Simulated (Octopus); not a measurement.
# Ru (P6_3/mmc) in Octopus: reference runs

How does Ru come out in PBEsol? The cell is run as given.

Everything below comes from runs of Octopus 16.4. Logs are shortened: lines on timing, memory, paths and dates and some standing lists are left out, and cuts for length are marked.

**1. The structure**

Symmetry: P6_3/mmc, No. 194, hexagonal system. Conventional cell: a = 2.706 Å, b = 2.706 Å, c = 4.282 Å, α = 90.00°, β = 90.00°, γ = 120.00°. Around Ru (site symmetry -6m2) lie 12 Ru at 2.65 to 2.71 Å.

**2. Single point, PBEsol**

inp

```
CalculationMode = gs
UnitsOutput = eV_Angstrom
PeriodicDimensions = 3
ExperimentalFeatures = yes
PseudopotentialSet = pseudodojo_pbesol
%LatticeParameters
 1*angstrom | 1*angstrom | 1*angstrom
%
%LatticeVectors
 2.7058 | 0 | 0
 -1.3529 | 2.3432915376 | 0
 0 | 0 | 4.2819
%
%ReducedCoordinates
 "Ru" | 0.6666666667 | 0.3333333333 | 0.75
 "Ru" | 0.3333333333 | 0.6666666667 | 0.25
%
%Spacing
 0.12299091*angstrom | 0.12299091*angstrom | 0.12234000*angstrom
%
DerivativesOrder = 8
%KPointsGrid
 11 | 11 | 6
%
KPointsUseSymmetries = yes
XCFunctional = gga_x_pbe_sol + gga_c_pbe_sol
SmearingFunction = fermi_dirac
Smearing = 0.05*eV
ExtraStates = 10
Eigensolver = chebyshev_filter
ConvRelDens = 3e-7
MaximumIter = 120
```

Potentials or basis: pseudodojo_pbesol (PseudoDojo 0.4, PBEsol).

Launch:

```bash
OMP_NUM_THREADS=1 octopus > out.log
```

out.log:

```text
Running octopus

[... 13 lines left out ...]

Input: [AllElectronType = no]
Input: [PseudopotentialSet = pseudodojo_pbesol]
Reading Coordinates from ReducedCoordinates block

****************************** Species *******************************
  Species 'Ru'
    type             : pseudopotential
    file             : 'Ru.upf'
    file format      : UPF2
    valence charge   : 16.0
    atomic number    :  44
    form on file     : kleinman-bylander
    lmax             : 2
    llocal           : -1
    projectors per l : 2
    total projectors : 6
    application form : kleinman-bylander
    orbitals         : 10
    bound orbitals   : 10

**********************************************************************

***************************** Symmetries *****************************
Space group No.  194
International: P6_3/mmc
Schoenflies: D6h^4
Info: The system has    12 symmorphic symmetries that can be used.
  Index                Rotation matrix                      Fractional translations
    1 :     1   0   0     0   1   0     0   0   1      0.000000    0.000000    0.000000
    2 :    -1   0   0     0  -1   0     0   0  -1      0.000000    0.000000    0.000000
    3 :     0   1   0    -1  -1   0     0   0   1      0.000000    0.000000    0.000000
    4 :     0  -1   0     1   1   0     0   0  -1      0.000000    0.000000    0.000000
    5 :    -1  -1   0     1   0   0     0   0   1      0.000000    0.000000    0.000000
    6 :     1   1   0    -1   0   0     0   0  -1      0.000000    0.000000    0.000000
    7 :    -1  -1   0     0   1   0     0   0  -1      0.000000    0.000000    0.000000
    8 :     1   1   0     0  -1   0     0   0   1      0.000000    0.000000    0.000000
    9 :     0   1   0     1   0   0     0   0  -1      0.000000    0.000000    0.000000
   10 :     0  -1   0    -1   0   0     0   0   1      0.000000    0.000000    0.000000
   11 :     1   0   0    -1  -1   0     0   0  -1      0.000000    0.000000    0.000000
   12 :    -1   0   0     1   1   0     0   0   1      0.000000    0.000000    0.000000
Info: The system also has    12 nonsymmorphic symmetries (not used for electrons).
    1 :     1   1   0    -1   0   0     0   0   1     -0.000000    0.000000   -0.500000
    2 :    -1  -1   0     1   0   0     0   0  -1     -0.000000   -0.000000   -0.500000
    3 :    -1   0   0     0  -1   0     0   0   1     -0.000000   -0.000000   -0.500000
    4 :     1   0   0     0   1   0     0   0  -1      0.000000    0.000000   -0.500000
    5 :     0  -1   0     1   1   0     0   0   1      0.000000   -0.000000   -0.500000
    6 :     0   1   0    -1  -1   0     0   0  -1     -0.000000   -0.000000   -0.500000
    7 :     0  -1   0    -1   0   0     0   0  -1     -0.000000   -0.000000   -0.500000
    8 :     0   1   0     1   0   0     0   0   1      0.000000    0.000000   -0.500000
    9 :    -1   0   0     1   1   0     0   0  -1     -0.000000    0.000000   -0.500000
   10 :     1   0   0    -1  -1   0     0   0   1     -0.000000   -0.000000   -0.500000
   11 :     1   1   0     0  -1   0     0   0  -1      0.000000   -0.000000   -0.500000
   12 :    -1  -1   0     0   1   0     0   0   1     -0.000000   -0.000000   -0.500000
**********************************************************************

Input: [CurvMethod = curv_affine]
Input: [DerivativesStencil = stencil_stargeneral]

****************************** Lattice *******************************
  Lattice Vectors [A]
    2.705800    0.000000    0.000000
   -1.352900    2.343292    0.000000
    0.000000    0.000000    4.281900
  Cell volume =            27.1493 [A^3]
  Reciprocal-Lattice Vectors [A^-1]
    2.322117    1.340675   -0.000000
    0.000000    2.681350    0.000000
    0.000000   -0.000000    1.467383
  Cell angles [degree]
    alpha =   90.000
    beta  =   90.000
    gamma =  120.000
**********************************************************************

Checking if the generated full k-point grid is symmetric

    84 k-points generated from parameters :
 ---------------------------------------------------
    n =   11   11    6

    s1  =  0.50  0.50  0.00

   index |      weight  |             coordinates              |
       1 |     0.001377 |    0.000000    0.000000    0.000000  |
[... 158 lines left out ...]
Info: Ground-state allocation done.
Info: Could not find 'restart/gs' directory for restart.
[... 18 lines left out ...]
** Warning:
**   Cannot do LCAO for all states because there are not enough atomic orbitals.
**   Required: 26. Available: 20. 6 orbitals will be randomized.

Info: Unnormalized total charge =     31.973928
Info: Renormalized total charge =     32.000000

** Warning:
**   Symmetrization discrepancy ratio (scalar) =  3.15705E-04

Info: Setting up Hamiltonian.
Info: Performing initial LCAO calculation with     20 orbitals.
Info: Getting Hamiltonian matrix elements.

Eigenvalues [eV]
 #st  Spin   Eigenvalue      Occupation
#k =       1, k = (  0.000000,  0.000000,  0.000000)
   1   --   -59.009700       2.000000
   2   --   -58.783371       2.000000
   3   --   -29.772702       2.000000
   4   --   -28.756661       2.000000
   5   --   -28.756653       2.000000
   6   --   -28.571612       2.000000
[... 12 lines left out ...]
  19   --    14.630219       2.000000
  20   --    24.505416       0.000000
#k =       2, k = (  0.090909,  0.000000,  0.000000)
   1   --   -58.950810       2.000000
   2   --   -58.731215       2.000000
   3   --   -29.737625       2.000000
   4   --   -28.764926       2.000000
   5   --   -28.741651       2.000000
   6   --   -28.566300       2.000000
[... 12 lines left out ...]
  19   --    15.098758       2.000000
  20   --    24.757293       0.000000
[... 82 further k-points ...]
Fermi energy =    20.916975 eV
Generating random wavefunctions for states       21 and above
Orthogonalizing wavefunctions.
Info: Ground-state restart information will be written to 'restart/gs'.
Info: SCF using complex wavefunctions.
Info: Starting SCF iteration.

** Warning:
**   Symmetrization discrepancy ratio (scalar) =  5.45128E-02

*********************** SCF CYCLE ITER #    1 ************************
 etot  = -5.39581904E+03 abs_ev   =  1.05E+02 rel_ev   =  2.44E-01
 ediff =        1.98E+02 abs_dens =  2.71E+00 rel_dens =  8.45E-02
Matrix vector products: 2100
Converged eigenvectors: 0

#  State  KPoint  Eigenvalue [eV]  Occupation    Error
      1       1      -59.012542    2.000000   ( 3.3E-07)
      1       2      -58.999296    2.000000   ( 2.3E-06)
      1       3      -58.997594    2.000000   ( 1.4E-06)
      1       6      -58.984868    2.000000   ( 2.4E-06)
      1       5      -58.984868    2.000000   ( 1.8E-06)
      1       4      -58.974422    2.000000   ( 2.0E-06)
      1       8      -58.962813    2.000000   ( 8.8E-06)
      1       7      -58.961010    2.000000   ( 7.1E-06)
[... 23 lines left out ...]
     26       6       35.680498    0.000000   ( 1.5E-01)
     26      23       35.736037    0.000000   ( 1.3E-01)
     26      42       35.777471    0.000000   ( 1.8E-01)
     26       1       35.882217    0.000000   ( 1.3E-01)
     26      33       36.289349    0.000000   ( 1.8E-01)
     26       5       36.866509    0.000000   ( 1.6E-01)
     26       3       37.216571    0.000000   ( 1.4E-01)
     26      21       37.247418    0.000000   ( 1.5E-01)

Density of states:

----------------------%-----------------------------------------------
---------------------%%-----------------------------------------------
---------------------%%-----------------------------------------------
---------------------%%---------------------------%-------------------
%--------------------%%---------------------------%--%----------------
%--------------------%%--------------------------%%--%----------------
%--------------------%%------------------------%%%%%%%----------------
%--------------------%%------------------------%%%%%%%--------%%%-----
%--------------------%%------------------------%%%%%%%-----%%%%%%%----
%--------------------%%------------------------%%%%%%%%%%%-%%%%%%%%%--
                                                    ^

Fermi energy =    13.081383 eV

**********************************************************************

*********************** SCF CYCLE ITER #    2 ************************
 etot  = -5.46411345E+03 abs_ev   =  3.05E+01 rel_ev   =  6.60E-02
 ediff =        2.51E+00 abs_dens =  8.23E-01 rel_dens =  2.57E-02
Matrix vector products: 2100
Converged eigenvectors: 0
[... 127 lines left out ...]
*********************** SCF CYCLE ITER #   13 ************************
 etot  = -5.49799636E+03 abs_ev   =  1.63E-04 rel_ev   =  3.42E-07
 ediff =        1.11E-05 abs_dens =  3.17E-06 rel_dens =  9.92E-08
Matrix vector products: 2100
Converged eigenvectors: 54

#  State  KPoint  Eigenvalue [eV]  Occupation    Error
      1       1      -61.180796    2.000000   ( 2.2E-08)
      1       2      -61.168797    2.000000   ( 2.3E-08)
      1       3      -61.167215    2.000000   ( 2.3E-08)
      1       5      -61.155690    2.000000   ( 2.4E-08)
      1       6      -61.155690    2.000000   ( 2.4E-08)
      1       4      -61.146269    2.000000   ( 2.4E-08)
      1       8      -61.135757    2.000000   ( 2.5E-08)
      1       7      -61.134087    2.000000   ( 2.5E-08)
[... 23 lines left out ...]
     25       3       33.144176    0.000000   ( 4.1E-03)
     26       3       33.170532    0.000000   ( 1.9E-02)
     26      16       33.192041    0.000000   ( 4.6E-02)
     26       2       33.290924    0.000000   ( 1.7E-02)
     26      15       33.372851    0.000000   ( 4.4E-02)
     26      22       34.275451    0.000000   ( 7.1E-02)
     25       1       34.823985    0.000000   ( 3.1E-02)
     26       1       35.088004    0.000000   ( 6.5E-02)

Density of states:

----------------------%-----------------------------------------------
----------------------%-----------------------------------------------
----------------------%-----------------------------------------------
----------------------%-----------------------------------------------
----------------------%-----------------------------------------------
%---------------------%----------------------------%------------------
%--------------------%%--------------------------%%%-%----------------
%--------------------%%--------------------------%%%%%----------------
%--------------------%%-------------------------%%%%%%%------%-%%%%---
%--------------------%%-------------------------%%%%%%%%%%%-%%%%%%%%--
                                                    ^

Fermi energy =    11.825831 eV

**********************************************************************

Info: SCF converged in   13 iterations

** Warning:
**   Some of the states are not fully converged!

Info: Number of matrix-vector products:      27300
Info: Finished writing information to 'restart/gs'.

Octopus emitted 17 warnings.
```

It took 9.7 min on 1 thread of Intel Xeon Platinum 8259CL at 2.50GHz (Skylake/Cascade Lake), shared host; peak memory 2 GiB.

Results:

- Free energy: -5498.0131 eV
- Band gap on the k mesh: none (metal or under the smearing width)
